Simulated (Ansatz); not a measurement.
**Ta: properties at the relaxed cell**

One table from this session's results is given with a row withheld; the runs are named, their logs left out.

Method: DFT PBEsol, scalar-relativistic, plane waves, PAW, in Ansatz 0.2.0.

1 further run of the same task is left out (set aside as unsound or not needed).

## Starting point

Symmetry: Im-3m, No. 229, cubic system. The conventional cell has a = 3.281 Å, b = 3.281 Å, c = 3.281 Å, α = 90.00°, β = 90.00°, γ = 90.00°. Ta (site symmetry m-3m) has 8 Ta at 2.84 Å as nearest neighbours.

Structure file:

```cif
data_structure
_symmetry_space_group_name_H-M 'Im-3m'
_symmetry_Int_Tables_number 229
_cell_length_a 3.2805
_cell_length_b 3.2805
_cell_length_c 3.2805
_cell_angle_alpha 90.000
_cell_angle_beta 90.000
_cell_angle_gamma 90.000
_cell_volume 35.30
loop_
_atom_site_label
_atom_site_type_symbol
_atom_site_symmetry_multiplicity
_atom_site_Wyckoff_symbol
_atom_site_fract_x
_atom_site_fract_y
_atom_site_fract_z
_atom_site_occupancy
Ta1 Ta 2 a 0.00000 0.00000 0.00000 1
```

It is the result of an earlier relaxation at this level (volume 17.65 Å³/atom; gap on the mesh: none (metal)).

Set-up of the first run:

The input, input.yaml:

```yaml
crystal:
  lattice:
    - [-1.6402597622, 1.6402597622, 1.6402597622]
    - [1.6402597622, -1.6402597622, 1.6402597622]
    - [1.6402597622, 1.6402597622, -1.6402597622]
  atoms:
    - { symbol: Ta, position: [0.0, 0.0, 0.0] }
basis:
  ecutwfc: 420
kpoints:
  mp_grid: { grid: [18, 18, 18] }
  band_path:
    path:
      - [[0.0, 0.0, 0.0], [0.5, -0.5, 0.5], [0.0, 0.0, 0.5], [0.0, 0.0, 0.0], [0.25, 0.25, 0.25], [0.5, -0.5, 0.5]]
      - [[0.25, 0.25, 0.25], [0.0, 0.0, 0.5]]
    npoints: 14
hamiltonian:
  xc: pbesol
scf:
  occupations: { method: gaussian, width: 0.1 }
  n_extra_bands: 6
output:
  forces: true
  stress: true
  eigenvalues: true
  populations: true
  dos: { projected: true, de: 0.02, nscf_kmesh: { grid: [27, 27, 27] } }
  bader: true
  write_density: true
  write_potential: true
  elf: true
  volumetric_format: npy
```

Started as:

```sh
> ansatz run input.yaml --threads 1 --pin off --max-ram 2560MiB --backend cpu --events-out ev --progress --plain --runs-dir out
```

Among the steps run: Electronic structure at the relaxed geometry; The cell as listed, for comparison; The cell scaled to 0.97 of its volume; Point at V/V0 = 1.03; Point at V/V0 = 0.94; The cell scaled to 1.06 of its volume; The cell scaled to 0.91 of its volume; The cell scaled to 1.10 of its volume; Point at V/V0 = 0.88.

One table of the session follows, with a row left open; its other results are not shown here.

| volume (Å³/atom) | energy above the lowest point (meV/atom) | pressure (GPa) |
| --- | --- | --- |
| 15.534 | 203.9 | 34.09 |
| 16.063 | 108.6 | 23.71 |
| 16.593 | ? | ? |
| 17.123 | 10.5 | 6.69 |
| 17.652 | 0.0 | -0.02 |
| 18.182 | 9.9 | -5.78 |
| 18.711 | 37.5 | -10.80 |
| 19.417 | 98.2 | -16.48 |

**Question.** Estimate the row for volume (Å³/atom) = 16.593.

Worked estimate for «energy above the lowest point (meV/atom)». A straight line through the neighbours (16.063, 108.6) and (17.123, 10.5) gives 108.6 + (10.5 − 108.6) × (16.593 − 16.063) / (17.123 − 16.063) = 59.5; a parabola fitted to 4 rows on both sides gives 45.4.

**Answer.** energy above the lowest point (meV/atom): 45.3; pressure (GPa): 14.58. In «energy above the lowest point (meV/atom)» the line misses by +14.2 and the parabola by +0.1.

Caveats from the session: Spin-orbit coupling is left out, which matters for the bands of Ta.
